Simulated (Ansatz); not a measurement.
A strain series on SrO (zincblende): xy shear, engineering strain (angle)

SrO (zincblende), relaxed with r2SCAN in Ansatz, then strained (xy shear, engineering strain (angle); angles, axes as in the cell below) with the atoms relaxed again within the symmetry that is left. Space group F-43m (No. 216), cubic; conventional cell a = 5.585 Å, 21.77 Å³ an atom. Around Sr lie 4 O at 2.42 Å; around O lie 4 Sr at 2.42 Å. The calculation is spin-unpolarised, and the structure need not be a phase that has been made.

```xyz
2
Lattice="0.0000 2.7923 2.7923 2.7923 0.0000 2.7923 2.7923 2.7923 0.0000" Properties=species:S:1:pos:R:3 pbc="T T T"
Sr    0.0000    0.0000    0.0000
O     1.3961    1.3961    1.3961
```

Gaps are the least over each mesh (PBE 8×8×8, r2SCAN 8×8×8 when unstrained) and the special points, which keep their unstrained names; stress is the change from the unstrained cell, compression positive.

```csv
strain (%),"gap, PBE (eV)","gap, r2SCAN (eV)","edges, r2SCAN","xy stress, r2SCAN (GPa)","energy rise, r2SCAN (meV/atom)"
0.0,2.519,2.889,W → Γ,0.00,0.0
+1.18,2.519,2.888,W → Γ,-0.31,0.3
+2.5,2.518,2.887,W → Γ,-0.66,1.1
+4.47,2.511,2.882,X → Γ,-1.18,3.6
```

With r2SCAN the edges change from W → Γ (indirect) to X → Γ (indirect) between +2.5 and +4.47 %. With PBE the edges change from W → Γ (indirect) to X → Γ (indirect) between +2.5 and +4.47 %.
